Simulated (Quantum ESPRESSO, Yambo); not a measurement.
# PbS (Galena): G0W0 in Yambo against the bands

How does the gap of PbS (Galena) converge in the bands?

Method: PBE and many-body steps on it, plane waves, in Yambo 5.3.0.

The database entry behind the starting cell differs from later determinations by our own check (about 0.1 % short), so it need not match the best structure at ambient conditions.

**1. Set-up**

It takes space group Fm-3m (No. 225, cubic). Conventional cell: a = 5.931 Å, b = 5.931 Å, c = 5.931 Å, α = 90.00°, β = 90.00°, γ = 90.00°. Nearest to Pb lie 6 S at 2.97 Å. Nearest to S lie 6 Pb at 2.97 Å. Farther neighbours and most contacts between anions are not listed.

Structure file:

```xyz
2
Lattice="0.0000 2.9657 2.9657 2.9657 0.0000 2.9657 2.9657 2.9657 0.0000" Properties=species:S:1:pos:R:3 pbc="T T T"
Pb    0.0000    0.0000    0.0000
S     2.9657    2.9657    2.9657
```

The cell and positions come from the Crystallography Open Database and are kept as given unless a step says otherwise. Spin-orbit coupling is left out unless a step names it.

**2. 41 bands**

This step: Yambo 5.3.0; G0W0 on PBE, plane waves, norm-conserving pseudopotentials.

G0W0 replaces the xc potential by the self-energy, built once from these orbitals. Only a window of levels is corrected, while the sums run over the empty bands that the input names.

gw1.in reads:

```
HF_and_locXC
gw0
dyson
ppa
em1d
rim_cut
RandQpts= 1000000
RandGvec= 1 RL
EXXRLvcs= 76 Ry
VXCRLvcs= 304 Ry
Chimod= "HARTREE"
% BndsRnXp
 1 | 41 |
%
NGsBlkXp= 15.5 Ry
% LongDrXp
 1 | 1 | 1 |
%
% GbndRnge
 1 | 41 |
%
DysSolver= "n"
ExtendOut
PPAPntXp= 27.21138 eV
% QPkrange
 3 | 3 | 13 | 16 |
 1 | 1 | 13 | 16 |
%
```

On the command line:

```bash
$ OMP_NUM_THREADS=1 mpirun -n 4 yambo -F gw1.in -J gw1 -C gw1 > gw1.log
```

Log:

```text
 Yambo, version 5.3.0

 [02] CORE Variables Setup
 =========================

  [... cell, symmetries and grids as in the set-up ...]

  [02.05] Energies & Occupations
  ==============================

  [X] === General ===
  [X] Electronic Temperature                        :  0.000000  0.000000 [eV K]
  [X] Bosonic    Temperature                        :  0.000000  0.000000 [eV K]
  [X] Finite Temperature mode                       : no
  [X] El. density                                   :  0.53669E+24 [cm-3]
  [X] Fermi Level                                   :  9.908065 [eV]

  [X] === Gaps and Widths ===
  [X] Conduction Band Min                           :  0.368214 [eV]
  [X] Valence Band Max                              :  0.000000 [eV]
  [X] Filled Bands                                  :  14
  [X] Empty Bands                                   :    15   482
  [X] Direct Gap                                    :  0.368214 [eV]
  [X] Direct Gap localized at k                     :  3
  [X] Indirect Gap                                  :  0.368214 [eV]
  [X] Indirect Gap between kpts                     :  3  3
  [X] Last valence band width                       :  3.438853 [eV]
  [X] 1st conduction band width                     :  4.848504 [eV]

 [03] Transferred momenta grid and indexing
 ==========================================

 IBZ Q-points                                      :   8
 BZ  Q-points                                      :   64

 K/Q-points units:
 rlu = crystal or reduced units; cc = cartesian coordinates; iku = interal k-units

 Q [1]          [rlu]:  0.000000  0.000000  0.000000
 Q [2]          [rlu]:  0.43103E-17  0.43103E-17  0.25000
 Q [3]          [rlu]: -0.86205E-17 -0.86205E-17 -0.50000
 Q [4]          [rlu]:  0.82859E-17  0.25000      0.25000
 Q [5]          [rlu]:  0.91933E-17  0.25000      0.50000
 Q [6]          [rlu]: -0.86205E-17  0.25000     -0.25000
 Q [7]          [rlu]: -0.16572E-16 -0.50000     -0.50000
 Q [8]          [rlu]:  0.250000 -0.500000 -0.250000

 [04] Coloumb potential Random Integration (RIM)
 ===============================================

  [04.01] RIM initialization
  ==========================

  * Diagonal components only detected *

  8 x (sBL volume)        :  0.088068 [a.u.]
  sBZ random points       :  1000000
  Points outside the sBZ  :   7999624
  RL volume               :  0.704546 [a.u.]
  Integrated volume       :  0.704579 [a.u.]

  [04.02] RIM integrals
  =====================

  Gamma point sphere radius             :  0.080703 [a.u.]
  Points outside the sphere             :   799635
  [Int_sBZ(q=0) 1/q^2]*(Vol_sBZ)^(-1/3) =:  7.763403
                                 should be <:  7.795600

  Summary of Coulomb integrals for non-metallic bands |Q|[au] RIM/Bare

  Q [1] 0.100000E-4 0.995870 * Q [2] 0.242726 1.064399
  Q [4] 0.280276 1.062895 * Q [6] 0.396371 1.025542
  Q [5] 0.464786 1.018794 * Q [3] 0.485453 1.016436
  Q [7] 0.560553 1.013461 * Q [8] 0.626717 1.010414

 [WARNING] [Xp] User bands 1-41 break level degeneracy

 [05] Dipoles
 ============

  [05.01] Setup: observables and procedures
  =========================================

 [06] Dynamic Dielectric Matrix (PPA)
 ====================================

 [WR./gw1//ndb.pp]---------------------------------------------------------------
  Brillouin Zone Q/K grids (IBZ/BZ)                :    8   64    8   64
  RL vectors                                       :   4909 [WF]
  Coulomb cutoff potential                         : none
  Electronic Temperature                           :  0.000000 [K]
  Bosonic    Temperature                           :  0.000000 [K]
  PPA    diel. fun.  energies                      : Perdew, Burke & Ernzerhof(X)+Perdew, Burke & Ernzerhof(C)
  wavefunctions                                    : Perdew, Burke & Ernzerhof(X)+Perdew, Burke & Ernzerhof(C)
  Global Gauge                                     : length
  X matrix size                                    :   387
  X band range                                     :    1   41
  X e/h energy range                               : -1.000000 -1.000000 [eV]
  X Time ordering                                  : R
  X Hxc Kernel                                     : HARTREE
  X Drude frequency                                :  0.000000  0.000000
  X poles                                          :  100.0000 [o/o]
  RL vectors in the sum                            :   4909
  [r,Vnl] included                                 : yes
  Field direction                                  :  0.577350E-5  0.577350E-5  0.577350E-5
  BZ energy Double Grid                            : no
  BZ energy DbGd points                            : 0
  BZ Q point size factor                           : -1.000000
  X Optical Averaged directions                    : none

 [07] Local Exchange-Correlation + Non-Local Fock
 ================================================

 [VXC] Plane waves :  31283
 [EXS] Plane waves :   3943

 QP @ state[ 1 ] K range:  1  1
 QP @ state[ 1 ] b range:  13  16
 QP @ state[ 2 ] K range:  3  3
 QP @ state[ 2 ] b range:  13  16

 [xc] Functional : Perdew, Burke & Ernzerhof(X)+Perdew, Burke & Ernzerhof(C)
 [xc] LIBXC used to calculate xc functional
  PP Number of Atomic Species                      :  2
  NLCC RL compoments                               :  31283
  PP Number of Atomic Species                      :  2
  NLCC RL compoments                               :  31283

 [xc] E_xc :  -18.16916 [Ha]
      E_xc :  -36.33832 [Ry]

  Local XC kind (lXC) : Perdew, Burke & Ernzerhof(X)+Perdew, Burke & Ernzerhof(C)
  Non-Local XC kind (nlXC) : Hartree-Fock

  Corrections @ K [1] :  [eV]
 <13|nlXC|13> = -15.58535  0.94269E-19 <13|lXC|13> = -12.64450  0.39091E-16
 <14|nlXC|14> = -15.58538 -0.10177E-18 <14|lXC|14> = -12.64450 -0.47204E-16
 <15|nlXC|15> = -7.031481 -0.19321E-17 <15|lXC|15> = -12.02605 -0.70806E-16
 <16|nlXC|16> = -7.031475 -0.23830E-17 <16|lXC|16> = -12.02605  0.94408E-16

  Corrections @ K [3] :  [eV]
 <13|nlXC|13> = -15.81709 -0.20816E-17 <13|lXC|13> = -13.03233  0.37763E-15
 <14|nlXC|14> = -15.16526  0.20774E-17 <14|lXC|14> = -13.95007  0.20357E-15
 <15|nlXC|15> = -6.678641  0.12460E-17 <15|lXC|15> = -9.983040  0.000000
 <16|nlXC|16> = -7.283406  0.23720E-17 <16|lXC|16> = -10.96201 -0.14161E-15

 [08] Dyson equation: Newton solver
 ==================================

  [08.01] G0W0 (W PPA)
  ====================

  [  GW  ] Bands range     :    1   41
  [GW/PPA] G damping       :  0.100000 [eV]

  QP @ state[ 1 ] K range:  1  1
  QP @ state[ 1 ] b range:  13  16
  QP @ state[ 2 ] K range:  3  3
  QP @ state[ 2 ] b range:  13  16

   Sc/G bands                                       :    1   41
   Sc/G damping                                     :  0.100000 ev
   Sc bands terminator                              : no
   Sx RL components                                 :   3943

   QP @ state[ 1 ] K range                          :  1  1
   QP @ state[ 1 ] b range                          :  13  16
   QP @ state[ 2 ] K range                          :  3  3
   QP @ state[ 2 ] b range                          :  13  16
   GF energies kind                                 : Perdew, Burke & Ernzerhof(X)+Perdew, Burke & Ernzerhof(C)
   GF WF`s kind                                     : Perdew, Burke & Ernzerhof(X)+Perdew, Burke & Ernzerhof(C)
   Xs energies kind                                 : Perdew, Burke & Ernzerhof(X)+Perdew, Burke & Ernzerhof(C)
   Xs WF`s kind                                     : Perdew, Burke & Ernzerhof(X)+Perdew, Burke & Ernzerhof(C)

 [11] Game Over & Game summary
```

The job ended after 56 s (4 MPI ranks of Arm Neoverse V1, shared host; peak memory 1.6 GiB).

This step gave:

* G0W0 gap on the points computed: 0.3989 eV
* starting gap on the mesh: 0.3682 eV
* k of the valence top: 0, 0, -0.5
* k of the conduction bottom: 0, 0, -0.5
* least direct G0W0 gap on the computed points: 0.3989 eV
* Z at the valence top: 0.7861
* Z at the conduction bottom: 0.8098

The gap on the mesh goes from 0.37 eV to 0.40 eV, a correction of +0.03 eV.

**3. 72 bands**

gw2.in, as its differences from gw1.in of step 2:

```diff
@@ -12,3 +12,3 @@
 % BndsRnXp
- 1 | 41 |
+ 1 | 72 |
 %
@@ -19,3 +19,3 @@
 % GbndRnge
- 1 | 41 |
+ 1 | 72 |
 %
```

On the command line:

```bash
$ OMP_NUM_THREADS=1 mpirun -n 4 yambo -F gw2.in -J gw2 -C gw2 > gw2.log
```

Log:

```text
 Yambo, version 5.3.0

 [02] CORE Variables Setup
 =========================

  [... cell, symmetries and grids as in the set-up ...]

  [02.05] Energies & Occupations
  ==============================

  [X] === General ===
  [X] Electronic Temperature                        :  0.000000  0.000000 [eV K]
  [X] Bosonic    Temperature                        :  0.000000  0.000000 [eV K]
  [X] Finite Temperature mode                       : no
  [X] El. density                                   :  0.53669E+24 [cm-3]
  [X] Fermi Level                                   :  9.908065 [eV]

  [X] === Gaps and Widths ===
  [X] Conduction Band Min                           :  0.368214 [eV]
  [X] Valence Band Max                              :  0.000000 [eV]
  [X] Filled Bands                                  :  14
  [X] Empty Bands                                   :    15   482
  [X] Direct Gap                                    :  0.368214 [eV]
  [X] Direct Gap localized at k                     :  3
  [X] Indirect Gap                                  :  0.368214 [eV]
  [X] Indirect Gap between kpts                     :  3  3
  [X] Last valence band width                       :  3.438853 [eV]
  [X] 1st conduction band width                     :  4.848504 [eV]

 [03] Transferred momenta grid and indexing
 ==========================================

 IBZ Q-points                                      :   8
 BZ  Q-points                                      :   64

 K/Q-points units:
 rlu = crystal or reduced units; cc = cartesian coordinates; iku = interal k-units

 Q [1]          [rlu]:  0.000000  0.000000  0.000000
 Q [2]          [rlu]:  0.43103E-17  0.43103E-17  0.25000
 Q [3]          [rlu]: -0.86205E-17 -0.86205E-17 -0.50000
[...]
NLCC RL compoments                               :  31283
  PP Number of Atomic Species                      :  2
  NLCC RL compoments                               :  31283

 [xc] E_xc :  -18.16916 [Ha]
      E_xc :  -36.33832 [Ry]

  Local XC kind (lXC) : Perdew, Burke & Ernzerhof(X)+Perdew, Burke & Ernzerhof(C)
  Non-Local XC kind (nlXC) : Hartree-Fock

  Corrections @ K [1] :  [eV]
 <13|nlXC|13> = -15.58535  0.94269E-19 <13|lXC|13> = -12.64450  0.39091E-16
 <14|nlXC|14> = -15.58538 -0.10177E-18 <14|lXC|14> = -12.64450 -0.47204E-16
 <15|nlXC|15> = -7.031481 -0.19321E-17 <15|lXC|15> = -12.02605 -0.70806E-16
[...]
Corrections @ K [3] :  [eV]
[...]
<15|nlXC|15> = -6.678641  0.12460E-17 <15|lXC|15> = -9.983040  0.000000
 <16|nlXC|16> = -7.283406  0.23720E-17 <16|lXC|16> = -10.96201 -0.14161E-15

 [08] Dyson equation: Newton solver
 ==================================

  [08.01] G0W0 (W PPA)
  ====================

  [  GW  ] Bands range     :    1   72
  [GW/PPA] G damping       :  0.100000 [eV]

  QP @ state[ 1 ] K range:  1  1
  QP @ state[ 1 ] b range:  13  16
  QP @ state[ 2 ] K range:  3  3
  QP @ state[ 2 ] b range:  13  16

   Sc/G bands                                       :    1   72
   Sc/G damping                                     :  0.100000 ev
   Sc bands terminator                              : no
   Sx RL components                                 :   3943

   QP @ state[ 1 ] K range                          :  1  1
   QP @ state[ 1 ] b range                          :  13  16
   QP @ state[ 2 ] K range                          :  3  3
   QP @ state[ 2 ] b range                          :  13  16
   GF energies kind                                 : Perdew, Burke & Ernzerhof(X)+Perdew, Burke & Ernzerhof(C)
   GF WF`s kind                                     : Perdew, Burke & Ernzerhof(X)+Perdew, Burke & Ernzerhof(C)
   Xs energies kind                                 : Perdew, Burke & Ernzerhof(X)+Perdew, Burke & Ernzerhof(C)
   Xs WF`s kind                                     : Perdew, Burke & Ernzerhof(X)+Perdew, Burke & Ernzerhof(C)

 [11] Game Over & Game summary
```

It took 100 s on 4 MPI ranks; peak memory 1.6 GiB.

This step gave:

```yaml
g0w0_gap_on_the_points_computed: 0.5249 eV
starting_gap_on_the_mesh: 0.3682 eV
k_of_the_valence_top: 0, 0, -0.5
k_of_the_conduction_bottom: 0, 0, -0.5
least_direct_g0w0_gap_on_the_computed_points: 0.5249 eV
z_at_the_valence_top: 0.7865
z_at_the_conduction_bottom: 0.8094
```

Against the run before, the gap moves by +0.126 eV.

**4. 132 bands**

gw3.in, as its differences from gw2.in of step 3:

```diff
@@ -12,3 +12,3 @@
 % BndsRnXp
- 1 | 72 |
+ 1 | 132 |
 %
@@ -19,3 +19,3 @@
 % GbndRnge
- 1 | 72 |
+ 1 | 132 |
 %
```

On the command line:

```bash
$ OMP_NUM_THREADS=1 mpirun -n 4 yambo -F gw3.in -J gw3 -C gw3 > gw3.log
```

Log:

```text
 Yambo, version 5.3.0

 [02] CORE Variables Setup
 =========================

  [... cell, symmetries and grids as in the set-up ...]

  [02.05] Energies & Occupations
  ==============================

  [X] === General ===
  [X] Electronic Temperature                        :  0.000000  0.000000 [eV K]
  [X] Bosonic    Temperature                        :  0.000000  0.000000 [eV K]
  [X] Finite Temperature mode                       : no
  [X] El. density                                   :  0.53669E+24 [cm-3]
[...]
QP @ state[ 1 ] b range                          :  13  16
   QP @ state[ 2 ] K range                          :  3  3
   QP @ state[ 2 ] b range                          :  13  16
   GF energies kind                                 : Perdew, Burke & Ernzerhof(X)+Perdew, Burke & Ernzerhof(C)
   GF WF`s kind                                     : Perdew, Burke & Ernzerhof(X)+Perdew, Burke & Ernzerhof(C)
   Xs energies kind                                 : Perdew, Burke & Ernzerhof(X)+Perdew, Burke & Ernzerhof(C)
   Xs WF`s kind                                     : Perdew, Burke & Ernzerhof(X)+Perdew, Burke & Ernzerhof(C)

 [11] Game Over & Game summary
```

The job ended after 3 min (4 MPI ranks; peak memory 1.6 GiB; 12 min of CPU time).

This step gave:

```
G0W0 gap on the points computed              : 0.6053 eV
starting gap on the mesh                     : 0.3682 eV
k of the valence top                         : 0, 0, -0.5
k of the conduction bottom                   : 0, 0, -0.5
least direct G0W0 gap on the computed points : 0.6053 eV
```

Against the run before, the gap moves by +0.080 eV.

[end of part 1 of 2]

[Paths, hosts, dates, memory and timing lines, banners, echoed tables and standing remarks are left out of the program output.]

[Logs are printed without paths, hosts, clocks, repeated set-up lines and the standing remarks that a program may print on its own settings, such as how far it seeks lower states.]

[Runs of the session that timed out or met a known fault of the program may be left out.]

[Hosts, paths, dates, database ids (printed as entryN), source tags and the programs' standing remarks are cut or masked in the printed files.]
